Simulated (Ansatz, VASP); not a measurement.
Two plane-wave programs on LiHF2

```
Li H F
1.0
     1.44279    0.83299    4.65433
    -1.44279    0.83299    4.65433
     0.00000   -1.66599    4.65433
Li H F
1 1 2
Direct
  0.00000 0.00000 0.00000
  0.50000 0.50000 0.50000
  0.41251 0.41251 0.41251
  0.58749 0.58749 0.58749
```

Change from the starting cell: strain +0.0750 x Voigt [0, 0, 1, 0, 0, 0], atoms carried along.

Alike in both runs: task single point; functional LDA; k mesh 9 × 9 × 9; occupations gaussian, width 0.05 eV; no spin polarisation.

```csv
,VASP,Ansatz
version,VASP 6.6.1,Ansatz 0.2.0
potentials or method,"VASP PAW LDA potentials, release 64 (Li_sv, H, F)","scalar-relativistic, plane waves, PAW"
plane-wave cutoff (eV),520,420
valence electrons in the cell,18,18
```

```tsv
	VASP	Ansatz	Ansatz less VASP
gap on the k mesh at the Fermi level (eV)	7.39	7.43	+0.034
least direct gap on the mesh (eV)	7.54	7.58	+0.034
rms of the force components (eV/Å)	0.524	0.553	+0.0289
```

Atom by atom the forces differ by 0.029 eV/Å (rms over components).

Caveats: an odd mesh through Γ misses points on the zone boundary, where band edges often lie; forces of over 1 eV/Å show positions far from the minimum, so gaps and moduli don't describe the material at rest.
